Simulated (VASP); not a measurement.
# HfN (Fm-3m) in VASP: notebook

The runs below take HfN through equation of state, with PBEsol.

Everything below comes from runs of VASP 6.6.1. Logs are shortened: lines on timing, memory, paths and dates and some standing lists are left out, and cuts for length are marked.

## Step 1: Starting point

Symmetry: Fm-3m, No. 225, cubic system. The conventional cell has a = 4.491 Å, b = 4.491 Å, c = 4.491 Å, α = 90.00°, β = 90.00°, γ = 90.00°. Hf (site symmetry m-3m) has 6 N at 2.25 Å as nearest neighbours. Around N (site symmetry m-3m) lie 6 Hf at 2.25 Å.

## Step 2: Equation of state, PBEsol, 10.87 Å³/atom (a relaxed cell with its volume scaled by 0.96)

INCAR reads:

```
SYSTEM = HfN
PREC = Accurate
ENCUT = 520
EDIFF = 1E-6
ISMEAR = -1
SIGMA = 0.05
LREAL = .False.
LASPH = .True.
NELM = 100
ALGO = Fast
ISIF = 2
LWAVE = .False.
LCHARG = .False.
GGA = PS
```

KPOINTS reads:

```
regular mesh
0
Gamma
  8 8 8
  0 0 0
```

POSCAR reads:

```
HfN                                     
1.0
    0.0000000000      2.2152141841      2.2152141841
    2.2152141841     -0.0000000000      2.2152141841
    2.2152141841      2.2152141841      0.0000000000
  Hf              N             
     1     1
Direct
     0.0000000000000000    0.0000000000000000    0.0000000000000000
     0.5000000000000000    0.5000000000000000    0.5000000000000000
```

Potentials or basis: VASP PAW PBE potentials, release 64 (Hf_pv, N).

On the command line:

```bash
$ cat potpaw_PBE.64/Hf_pv/POTCAR potpaw_PBE.64/N/POTCAR > POTCAR
$ mpirun -np 1 vasp_std > vasp.out
```

OUTCAR:

```text
SYSTEM = HfN
   PREC = Accurate
   ENCUT = 520
   EDIFF = 1E-6
   ISMEAR = -1
   LREAL = .False.
   LASPH = .True.
   NELM = 100
   ISIF = 2
   GGA = PS

 ion  position               nearest neighbor table
   1  0.000  0.000  0.000-   2 2.22   2 2.22   2 2.22   2 2.22   2 2.22   2 2.22
   2  0.500  0.500  0.500-   1 2.22   1 2.22   1 2.22   1 2.22   1 2.22   1 2.22

  LATTYP: Found a face centered cubic cell.
 ALAT       =     4.4304283682

  Lattice vectors:

 A1 = (   0.0000000000,   2.2152141841,   2.2152141841)
 A2 = (   2.2152141841,   0.0000000000,   2.2152141841)
 A3 = (   2.2152141841,   2.2152141841,   0.0000000000)

Analysis of symmetry for initial positions (statically):
=====================================================================
 Subroutine PRICEL returns:
 Original cell was already a primitive cell.

 Routine SETGRP: Setting up the symmetry group for a
 face centered cubic supercell.

 Subroutine GETGRP returns: Found 48 space group operations
 (whereof 48 operations were pure point group operations)
 out of a pool of 48 trial point group operations.

The static configuration has the point symmetry O_h .

Analysis of symmetry for dynamics (positions and initial velocities):
=====================================================================
 Subroutine PRICEL returns:
 Original cell was already a primitive cell.

 Routine SETGRP: Setting up the symmetry group for a
 face centered cubic supercell.

 Subroutine GETGRP returns: Found 48 space group operations
 (whereof 48 operations were pure point group operations)
 out of a pool of 48 trial point group operations.

The dynamic configuration has the point symmetry O_h .

 Subroutine INISYM returns: Found 48 space group operations
 (whereof 48 operations are pure point group operations),
 and found     1 'primitive' translations

----------------------------------------------------------------------------------------

                                     Primitive cell

  volume of cell :      21.7409

  direct lattice vectors                    reciprocal lattice vectors
     0.000000000  2.215214184  2.215214184    -0.225711809  0.225711809  0.225711809
     2.215214184  0.000000000  2.215214184     0.225711809 -0.225711809  0.225711809
     2.215214184  2.215214184  0.000000000     0.225711809  0.225711809 -0.225711809

  length of vectors
     3.132785943  3.132785943  3.132785943     0.390944320  0.390944320  0.390944320

  position of ions in fractional coordinates (direct lattice)
     0.000000000  0.000000000  0.000000000
     0.500000000  0.500000000  0.500000000

[... 86 lines left out ...]
   PSTRESS=    0.0 pullay stress
   NELECT =      15.0000    total number of electrons
   NUPDOWN=      -1.0000    fix difference up-down
   EMIN   =  10.00;   EMAX   =-10.00  energy-range for DOS
   EFERMI =   0.00;   METHOD = LEGACY
   ISMEAR =    -1;   SIGMA  =   0.05  broadening in eV -4-tet -1-fermi 0-gaus
   EFERMI_NEDOS =   21; number of points for ismear=-14 and -15
   IALGO  =     68    algorithm
   IMIX   =      4    mixing-type and parameters
     AMIX     =   0.40;   BMIX     =  1.00
     AMIX_MAG =   1.60;   BMIX_MAG =  1.00
  volume/ion in A,a.u.               =      10.87        73.36
  Fermi-wavevector in a.u.,A,eV,Ry     =   1.446592  2.733663 28.471956  2.092630
  Thomas-Fermi vector in A             =   2.564643
   LORBIT       =      0    0 simple, 1 ext, 2 COOP (PROOUT), +10 PAW based schemes
   GGA     = PS    functional components
   LHFCALC =     F    Hartree Fock is set to
   AEXX    =    0.0000 exact exchange contribution
   IVDW    =     0    specifies the selected vdW correction
   LEPSILON=     F    determine dielectric tensor
   LRPA    =     F    only Hartree local field effects (RPA)
 non-spin polarized calculation
 RMM-DIIS sequential band-by-band and
  energy-cutoff  :      520.00
  volume of cell :       21.74
 maximum number of plane-waves:       604
   NGX = 11   NGY = 11   NGZ = 11

 number of electron      15.0000002 magnetization

 Free energy of the ion-electron system (eV)
  ---------------------------------------------------
  ext. energy  EPLUGINS =         0.00000000
  ---------------------------------------------------
  free energy    TOTEN  =       -22.94326690 eV

  energy without entropy =      -22.93644158  energy(sigma->0) =      -22.93985424

 E-fermi :   8.7158     XC(G=0): -13.2041

 val. band max:        8.6764215094   @ k =   0.1250   0.0000   0.0000
 cond. band min:       8.7245061011   @ k =   0.3750   0.1250   0.0000
 fundamental gap:      0.0480845917
 Fermi energy:         8.7158476105

 k-point     1 :       0.0000    0.0000    0.0000
  band No.  band energies     occupation
      1     -22.1073      2.00000
      2     -22.1073      2.00000
      3     -22.1073      2.00000
      4      -9.0498      2.00000
      5       5.6910      2.00000
      6       5.6910      2.00000
      7       5.6910      2.00000
      8       8.3161      1.99933
      9       8.3161      1.99933
     10       8.3161      1.99933
     11      11.1289      0.00000
[... 309 lines left out ...]
 k-point    24 :      -0.3750    0.2500    0.1250
  band No.  band energies     occupation
      1     -23.1171      2.00000
      2     -22.5136      2.00000
      3     -22.3147      2.00000
      4      -6.5894      2.00000
      5       0.7331      2.00000
      6       2.8201      2.00000
      7       2.8241      2.00000
      8      10.4874      0.00000
      9      10.9508      0.00000
     10      13.4592      0.00000
     11      15.7010      0.00000

 [... further k-points ...]

------------------------ aborting loop because EDIFF is reached ----------------------------------------

  FORCE on cell =-STRESS in cart. coord.  units (eV):
  Direction    XX          YY          ZZ          XY          YZ          ZX
  --------------------------------------------------------------------------------------
  -------------------------------------------------------------------------------------
  Total        1.7798282      1.7798282      1.7798282      0.0000000      0.0000000      0.0000000
  in kB      131.1630472    131.1630472    131.1630472      0.0000000      0.0000000      0.0000000
  external PRESSURE =     131.1630472 kB  Pullay stress =       0.0000000 kB

 VOLUME and BASIS-vectors are now :
 -----------------------------------------------------------------------------
  energy-cutoff  :      520.00
  volume of cell :       21.74
      direct lattice vectors                 reciprocal lattice vectors
     0.000000000  2.215214184  2.215214184    -0.225711809  0.225711809  0.225711809
     2.215214184  0.000000000  2.215214184     0.225711809 -0.225711809  0.225711809
     2.215214184  2.215214184  0.000000000     0.225711809  0.225711809 -0.225711809

 POSITION                                       TOTAL-FORCE (eV/Angst)
 -----------------------------------------------------------------------------------
      0.00000      0.00000      0.00000        -0.000000      0.000000     -0.000000
      2.21521      2.21521      2.21521         0.000000     -0.000000      0.000000
 -----------------------------------------------------------------------------------
    total drift:                                0.000000     -0.000000     -0.000000

  FREE ENERGIE OF THE ION-ELECTRON SYSTEM (eV)
  ---------------------------------------------------
  free  energy   TOTEN  =       -22.9432669043 eV

  energy  without entropy=      -22.9364415808  energy(sigma->0) =      -22.93985424
```

It took 6 s on 1 thread of Intel Xeon Platinum 8488C (Sapphire Rapids), shared host; peak memory 0.13 GiB.

Results:

```yaml
Free_energy: -22.9433 eV
Pressure: 13.1 GPa
Band_gap_on_the_k_mesh: none (metal or under the smearing width)
```

Caveat: the PAW data sets were made with another functional, which shifts forces and pressure a little.

## Step 3: Equation of state, PBEsol, 11.10 Å³/atom (a relaxed cell with its volume scaled by 0.98)

INCAR is that of step 2.

KPOINTS is that of step 2.

POSCAR reads:

```
HfN                                     
1.0
    0.0000000000      2.2304920061      2.2304920061
    2.2304920061     -0.0000000000      2.2304920061
    2.2304920061      2.2304920061      0.0000000000
  Hf              N             
     1     1
Direct
     0.0000000000000000    0.0000000000000000    0.0000000000000000
     0.5000000000000000    0.5000000000000000    0.5000000000000000
```

Potentials or basis: VASP PAW PBE potentials, release 64 (Hf_pv, N).

On the command line:

```bash
$ cat potpaw_PBE.64/Hf_pv/POTCAR potpaw_PBE.64/N/POTCAR > POTCAR
$ mpirun -np 1 vasp_std > vasp.out
```

Wall time 9.2 s (1 thread of Intel Xeon Platinum 8488C (Sapphire Rapids), shared host); peak memory 0.14 GiB.

It converged, with:

```yaml
Free_energy: -22.9708 eV
Pressure: 6.3 GPa
Band_gap_on_the_k_mesh: none (metal or under the smearing width)
```

Caveat: the PAW data sets were made with another functional, which shifts forces and pressure a little.

## Step 4: Equation of state, PBEsol, 11.32 Å³/atom

INCAR is that of step 3.

KPOINTS is that of step 3.

POSCAR reads:

```
HfN                                     
1.0
    0.0000000000      2.2455633552      2.2455633552
    2.2455633552     -0.0000000000      2.2455633552
    2.2455633552      2.2455633552      0.0000000000
  Hf              N             
     1     1
Direct
     0.0000000000000000    0.0000000000000000    0.0000000000000000
     0.5000000000000000    0.5000000000000000    0.5000000000000000
```

On the command line:

```bash
$ cat potpaw_PBE.64/Hf_pv/POTCAR potpaw_PBE.64/N/POTCAR > POTCAR
$ mpirun -np 1 vasp_std > vasp.out
```

Run time: 8 s. Hardware: 1 thread of Intel Xeon Platinum 8488C (Sapphire Rapids), shared host; peak memory 0.14 GiB.

The run converged. Its results:

* Free energy: -22.9799 eV
* Pressure: 0.1 GPa
* Band gap on the k mesh: none (metal or under the smearing width)

Caveat: the PAW data sets were made with another functional, which shifts forces and pressure a little.

## Step 5: Equation of state, PBEsol, 11.55 Å³/atom (a relaxed cell with its volume scaled by 1.02)

INCAR is that of step 4.

KPOINTS is that of step 4.

POSCAR reads:

```
HfN                                     
1.0
    0.0000000000      2.2604350691      2.2604350691
    2.2604350691     -0.0000000000      2.2604350691
    2.2604350691      2.2604350691      0.0000000000
  Hf              N             
     1     1
Direct
     0.0000000000000000    0.0000000000000000    0.0000000000000000
     0.5000000000000000    0.5000000000000000    0.5000000000000000
```

On the command line:

```bash
$ cat potpaw_PBE.64/Hf_pv/POTCAR potpaw_PBE.64/N/POTCAR > POTCAR
$ mpirun -np 1 vasp_std > vasp.out
```

It took 6.2 s on 1 thread of Intel Xeon Platinum 8488C (Sapphire Rapids), shared host; peak memory 0.13 GiB.

Results (log left out):

- Free energy: -22.9725 eV
- Pressure: -5.5 GPa
- Band gap on the k mesh: none (metal or under the smearing width)

Caveat: the PAW data sets were made with another functional, which shifts forces and pressure a little.

## Step 6: Equation of state, PBEsol, 11.78 Å³/atom (a relaxed cell with its volume scaled by 1.04)

INCAR is that of step 5.

KPOINTS is that of step 5.

POSCAR reads:

```
HfN                                     
1.0
    0.0000000000      2.2751136302      2.2751136302
    2.2751136302     -0.0000000000      2.2751136302
    2.2751136302      2.2751136302      0.0000000000
  Hf              N             
     1     1
Direct
     0.0000000000000000    0.0000000000000000    0.0000000000000000
     0.5000000000000000    0.5000000000000000    0.5000000000000000
```

Potentials or basis: VASP PAW PBE potentials, release 64 (Hf_pv, N).

On the command line:

```bash
$ cat potpaw_PBE.64/Hf_pv/POTCAR potpaw_PBE.64/N/POTCAR > POTCAR
$ mpirun -np 1 vasp_std > vasp.out
```

Wall time 9.1 s (1 thread of Intel Xeon Platinum 8488C (Sapphire Rapids), shared host); peak memory 0.13 GiB.

It converged, with:

```yaml
Free_energy: -22.9502 eV
Pressure: -10.4 GPa
Band_gap_on_the_k_mesh: none (metal or under the smearing width)
```

Caveat: the PAW data sets were made with another functional, which shifts forces and pressure a little.

## Step 7: Equation of state, PBEsol

Potentials or basis: VASP PAW PBE potentials, release 64 (Hf_pv, N).

No new run: the results of the series are fitted here.

Results:

```
Equilibrium volume                      : 11.33 Å³/atom
Bulk modulus                            : 291 GPa
Pressure derivative of the bulk modulus : 4.3 (rough: it moves with the points fitted)
```

Energy against volume, from the lowest point:
| volume (Å³/atom) | energy (meV/atom) |
| --- | --- |
| 10.870 | 18.32 |
| 11.097 | 4.56 |
| 11.323 | 0.00 |
| 11.550 | 3.71 |
| 11.776 | 14.87 |

Caveat: the PAW data sets were made with another functional, which shifts forces and pressure a little.
